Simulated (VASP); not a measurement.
# MgS (I-4m2) in VASP: further runs

The runs below take MgS through single point, with PBEsol.

Everything below comes from runs of VASP 6.6.1. Logs are shortened: lines on timing, memory, paths and dates and some standing lists are left out, and cuts for length are marked.

## Step 1: The cell of the first run

The structure is tetragonal, space group I-4m2 (No. 119). The conventional cell has a = 4.207 Å, b = 4.207 Å, c = 5.666 Å, α = 90.00°, β = 90.00°, γ = 90.00°. Mg (site symmetry -4m2) has 4 S at 2.54 Å as nearest neighbours. Around S (site symmetry -4m2) lie 4 Mg at 2.54 Å.

The cell comes from a database or a generator and needn't be the stable form of this composition.

## Step 2: Single point, PBEsol (strain +0.0500 x Voigt [1, 1, 0, 0, 0, 0], atoms carried along)

Input file INCAR:

```
SYSTEM = MgS
ALGO = Normal
EDIFF = 1E-6
ENCUT = 520
GGA = PS
ISIF = 2
ISMEAR = 0
LASPH = .True.
LCHARG = .False.
LREAL = .False.
LWAVE = .False.
NBANDS = 11
NELM = 80
PREC = Accurate
SIGMA = 0.05
```

Input file KPOINTS:

```
k-points
0
Gamma
  8 8 8
  0 0 0
```

Input file POSCAR:

```
MgS
1.0
    0.0000000000      2.9747760491      2.8331200468
    2.9747760491      0.0000000000      2.8331200468
    2.9747760491      2.9747760491      0.0000000000
Mg S
1 1
Direct
    0.0000000000      0.0000000000      0.0000000000
    0.7500000000      0.7500000000      0.7500000000
```

Potentials or basis: VASP PAW PBE potentials, release 64 (Mg, S).

The run is started by

```sh
cat potpaw_PBE.64/Mg/POTCAR potpaw_PBE.64/S/POTCAR > POTCAR
mpirun -np 1 vasp_std > vasp.out
```

OUTCAR:

```text
SYSTEM = MgS
   EDIFF = 1E-6
   ENCUT = 520
   GGA = PS
   ISIF = 2
   ISMEAR = 0
   LASPH = .True.
   LREAL = .False.
   NELM = 80
   PREC = Accurate

 ion  position               nearest neighbor table
   1  0.000  0.000  0.000-   2 2.54   2 2.54   2 2.54   2 2.54
   2  0.750  0.750  0.750-   1 2.54   1 2.54   1 2.54   1 2.54

  LATTYP: Found a body centered tetragonal cell.
 ALAT       =     4.2069686337
 C/A-ratio  =     1.3468700594

  Lattice vectors:

 A1 = (   0.0000000000,  -2.9747760491,  -2.8331200468)
 A2 = (   0.0000000000,   2.9747760491,  -2.8331200468)
 A3 = (   2.9747760491,   0.0000000000,   2.8331200468)

Analysis of symmetry for initial positions (statically):
=====================================================================
 Subroutine PRICEL returns:
 Original cell was already a primitive cell.

 Routine SETGRP: Setting up the symmetry group for a
 body centered tetragonal supercell.

 Subroutine GETGRP returns: Found  8 space group operations
 (whereof  8 operations were pure point group operations)
 out of a pool of 16 trial point group operations.

The static configuration has the point symmetry D_2d.

Analysis of symmetry for dynamics (positions and initial velocities):
=====================================================================
 Subroutine PRICEL returns:
 Original cell was already a primitive cell.

 Routine SETGRP: Setting up the symmetry group for a
 body centered tetragonal supercell.

 Subroutine GETGRP returns: Found  8 space group operations
 (whereof  8 operations were pure point group operations)
 out of a pool of 16 trial point group operations.

The dynamic configuration has the point symmetry D_2d.

 Subroutine INISYM returns: Found  8 space group operations
 (whereof  8 operations are pure point group operations),
 and found     1 'primitive' translations

----------------------------------------------------------------------------------------

                                     Primitive cell

  volume of cell :      50.1422

  direct lattice vectors                    reciprocal lattice vectors
     0.000000000  2.974776049  2.833120047    -0.168079880  0.168079880  0.176483874
     2.974776049  0.000000000  2.833120047     0.168079880 -0.168079880  0.176483874
     2.974776049  2.974776049  0.000000000     0.168079880  0.168079880 -0.176483874

  length of vectors
     4.108024068  4.108024068  4.206968634     0.296054470  0.296054470  0.296054470

  position of ions in fractional coordinates (direct lattice)
     0.000000000  0.000000000  0.000000000
     0.750000000  0.750000000  0.750000000

  ion indices of the primitive-cell ions
   primitive index   ion index
                 1           1
                 2           2

----------------------------------------------------------------------------------------

 KPOINTS: k-points

Automatic generation of k-mesh.
 Grid dimensions read from file:
 generate k-points for:    8    8    8

 Generating k-lattice:

  Cartesian coordinates                     Fractional coordinates (reciprocal lattice)
    -0.021009985  0.021009985  0.022060484     0.125000000  0.000000000  0.000000000
     0.021009985 -0.021009985  0.022060484     0.000000000  0.125000000  0.000000000
     0.021009985  0.021009985 -0.022060484    -0.000000000 -0.000000000  0.125000000

  Length of vectors
     0.037006809  0.037006809  0.037006809

  Shift w.r.t. Gamma in fractional coordinates (k-lattice)
     0.000000000  0.000000000  0.000000000

 Subroutine IBZKPT returns following result:
 ===========================================

 Found     59 irreducible k-points:

 Following reciprocal coordinates:
            Coordinates               Weight
  0.000000  0.000000  0.000000      1.000000
  0.125000  0.000000  0.000000      8.000000
  0.250000  0.000000  0.000000      8.000000
  0.375000  0.000000  0.000000      8.000000
  0.500000  0.000000  0.000000      4.000000
  0.125000  0.125000  0.000000      2.000000
[... 16 lines left out ...]
  0.250000  0.000000  0.125000     16.000000
  0.375000  0.000000  0.125000     16.000000
 [... further k-points ...]
   k-points           NKPTS =     59   k-points in BZ     NKDIM =     59   number of bands    NBANDS=     11
   number of dos      NEDOS =    301   number of ions     NIONS =      2
   total plane-waves  NPLWV =  32768
   dimension x,y,z NGX =    32 NGY =   32 NGZ =   32
   dimension x,y,z NGXF=    64 NGYF=   64 NGZF=   64
   ions per type =               1   1
   NGX,Y,Z   is equivalent  to a cutoff of  12.95, 12.95, 12.65 a.u.
   NGXF,Y,Z  is equivalent  to a cutoff of  25.90, 25.90, 25.29 a.u.
 SYSTEM =  MgS
   PREC   = accura    normal or accurate (medium, high low for compatibility)
   ISTART =      0    job   : 0-new  1-cont  2-samecut
   ICHARG =      2    charge: 1-file 2-atom 10-const
   ISPIN  =      1    spin polarized calculation?
   LNONCOLLINEAR =      F non collinear calculations
   LSORBIT =      F    spin-orbit coupling
   LASPH  =      T    aspherical Exc in radial PAW
   ENCUT  =  520.0 eV  38.22 Ry    6.18 a.u.   7.64  7.64  7.82*2*pi/ulx,y,z
   NELM   =     80;   NELMIN=  2; NELMDL= -5     # of ELM steps
   EDIFF  = 0.1E-05   stopping-criterion for ELM
   LREAL  =      F    real-space projection
   EDIFFG = 0.1E-04   stopping-criterion for IOM
   NSW    =      0    number of steps for IOM
   IBRION =     -1    ionic relax: 0-MD 1-quasi-New 2-CG
   NFREE  =      0    steps in history (QN), initial steepest desc. (CG)
   ISIF   =      2    stress and relaxation
   ISYM   =      2    0-nonsym 1-usesym 2-fastsym
   POTIM  = 0.5000    time-step for ionic-motion
   TEBEG  =    0.0;   TEEND  =   0.0 temperature during run
   PSTRESS=    0.0 pullay stress
   NELECT =       8.0000    total number of electrons
   NUPDOWN=      -1.0000    fix difference up-down
   EMIN   =  10.00;   EMAX   =-10.00  energy-range for DOS
   EFERMI =   0.00;   METHOD = LEGACY
   ISMEAR =     0;   SIGMA  =   0.05  broadening in eV -4-tet -1-fermi 0-gaus
   EFERMI_NEDOS =   21; number of points for ismear=-14 and -15
   IALGO  =     38    algorithm
   IMIX   =      4    mixing-type and parameters
     AMIX     =   0.40;   BMIX     =  1.00
     AMIX_MAG =   1.60;   BMIX_MAG =  1.00
  volume/ion in A,a.u.               =      25.07       169.19
  Fermi-wavevector in a.u.,A,eV,Ry     =   0.887913  1.677912 10.726686  0.788389
  Thomas-Fermi vector in A             =   2.009273
   LORBIT       =      0    0 simple, 1 ext, 2 COOP (PROOUT), +10 PAW based schemes
   GGA     = PS    functional components
   LHFCALC =     F    Hartree Fock is set to
   AEXX    =    0.0000 exact exchange contribution
   IVDW    =     0    specifies the selected vdW correction
   LEPSILON=     F    determine dielectric tensor
   LRPA    =     F    only Hartree local field effects (RPA)
 non-spin polarized calculation
 Gauss-broadening in eV      SIGMA  =   0.05
  energy-cutoff  :      520.00
  volume of cell :       50.14
 maximum number of plane-waves:      1361
   NGX = 15   NGY = 15   NGZ = 15

 number of electron       7.9999999 magnetization

 Free energy of the ion-electron system (eV)
  ---------------------------------------------------
  ext. energy  EPLUGINS =         0.00000000
  ---------------------------------------------------
  free energy    TOTEN  =        -8.82575621 eV

  energy without entropy =       -8.82575621  energy(sigma->0) =       -8.82575621

 E-fermi :   0.7075     XC(G=0):  -8.1997

 val. band max:        0.4916906868   @ k =   0.0000   0.0000   0.0000
 cond. band min:       3.2395504767   @ k =   0.0000   0.0000   0.0000
 fundamental gap:      2.7478597899
 Fermi energy:         0.7074671508

 k-point     1 :       0.0000    0.0000    0.0000
  band No.  band energies     occupation
      1     -10.5444      2.00000
      2       0.3819      2.00000
      3       0.3819      2.00000
      4       0.4917      2.00000
      5       3.2396      0.00000
      6       8.0297      0.00000
      7       8.0297      0.00000
      8       8.0549      0.00000
      9      10.6043      0.00000
     10      11.3157      0.00000
     11      13.1543      0.00000

 k-point     2 :       0.1250    0.0000    0.0000
  band No.  band energies     occupation
      1     -10.4718      2.00000
      2      -0.2353      2.00000
      3       0.3218      2.00000
      4       0.4187      2.00000
      5       3.8944      0.00000
      6       7.7961      0.00000
      7       8.1664      0.00000
      8       8.2317      0.00000
      9      10.2314      0.00000
     10      10.7645      0.00000
     11      12.8766      0.00000

 k-point     3 :       0.2500    0.0000    0.0000
  band No.  band energies     occupation
      1     -10.2857      2.00000
      2      -1.3064      2.00000
      3       0.1860      2.00000
      4       0.3305      2.00000
      5       4.7772      0.00000
      6       7.6662      0.00000
      7       8.1034      0.00000
      8       8.4343      0.00000
      9      10.4551      0.00000
     10      10.5659      0.00000
     11      12.0654      0.00000

 k-point     4 :       0.3750    0.0000    0.0000
  band No.  band energies     occupation
      1     -10.0810      2.00000
      2      -2.1324      2.00000
      3       0.0616      2.00000
      4       0.2508      2.00000
      5       5.0350      0.00000
      6       7.7497      0.00000
      7       8.0266      0.00000
      8       8.3011      0.00000
      9      11.4954      0.00000
     10      11.7987      0.00000
     11      12.0500      0.00000

 k-point     5 :       0.5000    0.0000    0.0000
  band No.  band energies     occupation
      1      -9.9897      2.00000
      2      -2.4414      2.00000
      3       0.0128      2.00000
      4       0.2196      2.00000
      5       5.0272      0.00000
      6       7.5926      0.00000
      7       8.0611      0.00000
      8       8.3707      0.00000
      9      12.3474      0.00000
     10      12.9358      0.00000
     11      13.4056      0.00000
[... 211 lines left out ...]
 k-point    21 :       0.5000    0.5000    0.0000
  band No.  band energies     occupation
      1      -9.7719      2.00000
      2      -2.0215      2.00000
      3      -0.6534      2.00000
      4      -0.6534      2.00000
      5       4.1447      0.00000
      6       5.5718      0.00000
      7      10.8762      0.00000
      8      11.6488      0.00000
      9      11.6488      0.00000
     10      13.9117      0.00000
     11      13.9130      0.00000

 k-point    22 :       0.1250    0.0000    0.1250
  band No.  band energies     occupation
      1     -10.4508      2.00000
      2      -0.2735      2.00000
      3       0.2419      2.00000
      4       0.3271      2.00000
      5       4.0907      0.00000
      6       7.5037      0.00000
      7       8.3439      0.00000
      8       8.4990      0.00000
      9       9.3518      0.00000
     10      11.3393      0.00000
     11      13.7116      0.00000

 k-point    23 :       0.2500    0.0000    0.1250
  band No.  band energies     occupation
      1     -10.3048      2.00000
      2      -1.0486      2.00000
      3       0.0960      2.00000
      4       0.1846      2.00000
      5       4.9072      0.00000
      6       7.2007      0.00000
      7       8.1222      0.00000
      8       8.7339      0.00000
      9       9.4959      0.00000
     10      11.3882      0.00000
     11      13.3180      0.00000

 k-point    24 :       0.3750    0.0000    0.1250
  band No.  band energies     occupation
      1     -10.1043      2.00000
      2      -1.8562      2.00000
      3      -0.1077      2.00000
      4       0.0794      2.00000
      5       5.4231      0.00000
      6       7.1237      0.00000
      7       7.9812      0.00000
      8       8.6419      0.00000
      9      10.6678      0.00000
     10      12.1491      0.00000
     11      12.8438      0.00000

 [... further k-points ...]
[... 5 lines left out ...]
  --------------------------------------------------------------------------------------
  -------------------------------------------------------------------------------------
  Total       -1.6976092     -1.6976092     -1.3572894      0.0000000      0.0000000     -0.0000000
  in kB      -54.2431336    -54.2431336    -43.3690110      0.0000000      0.0000000     -0.0000000
  external PRESSURE =     -50.6184261 kB  Pullay stress =       0.0000000 kB

 VOLUME and BASIS-vectors are now :
 -----------------------------------------------------------------------------
  energy-cutoff  :      520.00
  volume of cell :       50.14
      direct lattice vectors                 reciprocal lattice vectors
     0.000000000  2.974776049  2.833120047    -0.168079880  0.168079880  0.176483874
     2.974776049  0.000000000  2.833120047     0.168079880 -0.168079880  0.176483874
     2.974776049  2.974776049  0.000000000     0.168079880  0.168079880 -0.176483874

 POSITION                                       TOTAL-FORCE (eV/Angst)
 -----------------------------------------------------------------------------------
      0.00000      0.00000      0.00000         0.000000      0.000000      0.000000
      4.46216      4.46216      4.24968        -0.000000     -0.000000     -0.000000
 -----------------------------------------------------------------------------------
    total drift:                                0.000000      0.000000      0.000000

  FREE ENERGIE OF THE ION-ELECTRON SYSTEM (eV)
  ---------------------------------------------------
  free  energy   TOTEN  =        -8.8257562104 eV

  energy  without entropy=       -8.8257562104  energy(sigma->0) =       -8.82575621
```

Run time: 21 s. Hardware: 1 thread of Intel Xeon Platinum 8488C (Sapphire Rapids), shared host; peak memory 0.19 GiB.

What came out:

```
Free energy            : -8.8258 eV
Pressure               : -5.1 GPa
Band gap on the k mesh : 2.75 eV, direct
```

Stress tensor (GPa, compression positive):
```
-5.42  0.00  0.00
 0.00 -5.42  0.00
 0.00  0.00 -4.34
```

Levels at points of the mesh, in eV from the valence-band top:
```
           k point  band 2  band 3  band 4  band 5  band 6  band 7
(0.00, 0.00, 0.00)   -0.11   -0.11    0.00    2.75    7.54    7.54
(0.50, 0.00, 0.00)   -2.93   -0.48   -0.27    4.54    7.10    7.57
(0.50, 0.50, 0.00)   -2.51   -1.15   -1.15    3.65    5.08   10.38
(0.50, 0.00, 0.50)   -2.73   -0.94   -0.93    3.74    5.44    9.86
```

Caveat: the PAW data sets were made with another functional, which shifts forces and pressure a little.

## Step 3: Single point, PBEsol (strain -0.0250 x Voigt [1, 1, 0, 0, 0, 0], atoms carried along)

Input file INCAR:

```
SYSTEM = MgS
PREC = Accurate
ENCUT = 520
EDIFF = 1E-7
ISMEAR = 0
SIGMA = 0.05
LREAL = .False.
LASPH = .True.
NELM = 80
ALGO = Fast
ISIF = 2
LWAVE = .False.
LCHARG = .False.
GGA = PS
NBANDS = 11
```

Input file KPOINTS:

```
regular mesh
0
Gamma
  8 8 8
  0 0 0
```

Input file POSCAR:

```
MgS
1.0
    0.0000000000      2.7622920456      2.8331200468
    2.7622920456      0.0000000000      2.8331200468
    2.7622920456      2.7622920456      0.0000000000
Mg S
1 1
Direct
    0.0000000000      0.0000000000      0.0000000000
    0.7500000000      0.7500000000      0.7500000000
```

Potentials or basis: VASP PAW PBE potentials, release 64 (Mg, S).

The run is started by

```sh
cat potpaw_PBE.64/Mg/POTCAR potpaw_PBE.64/S/POTCAR > POTCAR
mpirun -np 1 vasp_std > vasp.out
```

Wall time 30 s (1 thread of Intel Xeon Platinum 8488C (Sapphire Rapids), shared host); peak memory 0.18 GiB.

The run converged. Its results:

* Free energy: -8.9017 eV
* Pressure: 2.6 GPa
* Band gap on the k mesh: 3.51 eV, direct

Stress tensor (GPa, compression positive):
```
2.77 0.00 0.00
0.00 2.77 0.00
0.00 0.00 2.31
```

Levels at points of the mesh, in eV from the valence-band top:
| k point | band 1 | band 2 | band 3 | band 4 | band 5 | band 6 | band 7 | band 8 | band 9 |
| --- | --- | --- | --- | --- | --- | --- | --- | --- | --- |
| (0.00, 0.00, 0.00) | -11.46 | -0.07 | 0.00 | 0.00 | 3.51 | 7.95 | 7.98 | 7.98 | 10.63 |
| (0.50, 0.00, 0.00) | -10.69 | -3.38 | -0.44 | -0.30 | 5.13 | 7.47 | 7.71 | 8.63 | 13.05 |
| (0.50, 0.50, 0.00) | -10.47 | -3.10 | -1.05 | -1.05 | 3.69 | 5.70 | 11.27 | 12.60 | 12.60 |
| (0.50, 0.00, 0.50) | -10.43 | -2.98 | -1.18 | -1.17 | 3.62 | 5.52 | 11.57 | 12.21 | 12.76 |

Caveat: the PAW data sets were made with another functional, which shifts forces and pressure a little.

## Step 4: Single point, PBEsol (strain -0.0750 x Voigt [1, 1, 0, 0, 0, 0], atoms carried along)

Input file INCAR:

```
PREC = Accurate
ENCUT = 520
EDIFF = 1E-6
ISMEAR = 0
SIGMA = 0.05
LREAL = F
LASPH = T
NELM = 60
ALGO = Normal
ISIF = 2
LWAVE = F
LCHARG = F
GGA = PS
NBANDS = 11
```

Input file KPOINTS:

```
Automatic mesh
0
Gamma
  8 8 8
```

Input file POSCAR:

```
MgS
1.0
    0.0000000000      2.6206360433      2.8331200468
    2.6206360433      0.0000000000      2.8331200468
    2.6206360433      2.6206360433      0.0000000000
Mg S
1 1
Direct
    0.0000000000      0.0000000000      0.0000000000
    0.7500000000      0.7500000000      0.7500000000
```

The run is started by

```sh
cat potpaw_PBE.64/Mg/POTCAR potpaw_PBE.64/S/POTCAR > POTCAR
mpirun -np 1 vasp_std > vasp.out
```

Run time: 21 s. Hardware: 1 thread of Intel Xeon Platinum 8488C (Sapphire Rapids), shared host; peak memory 0.17 GiB.

The run converged. Its results:

| Item | Value |
| --- | --- |
| Free energy | -8.7153 eV |
| Pressure | 11.3 GPa |
| Band gap on the k mesh | 3.38 eV, indirect (least direct gap 3.97 eV) |

Stress tensor (GPa, compression positive):
```
11.63  0.00  0.00
 0.00 11.63  0.00
 0.00  0.00 10.63
```

Levels at points of the mesh, in eV from the valence-band top:
```csv
k point,band 1,band 2,band 3,band 4,band 5,band 6,band 7,band 8,band 9
"(0.00, 0.00, 0.00)",-11.94,-0.26,-0.01,-0.01,3.97,8.09,8.23,8.23,10.17
"(0.50, 0.00, 0.00)",-10.98,-3.85,-0.72,-0.23,5.29,7.38,8.07,9.07,13.30
"(0.50, 0.50, 0.00)",-10.79,-3.69,-1.04,-1.04,3.62,5.96,11.80,13.52,13.52
"(0.50, 0.00, 0.50)",-10.60,-3.29,-1.51,-1.44,3.38,5.42,12.22,12.76,13.84
```

Caveat: the PAW data sets were made with another functional, which shifts forces and pressure a little. A k mesh can miss the band edges.

(Continued in part 2 of 2.)
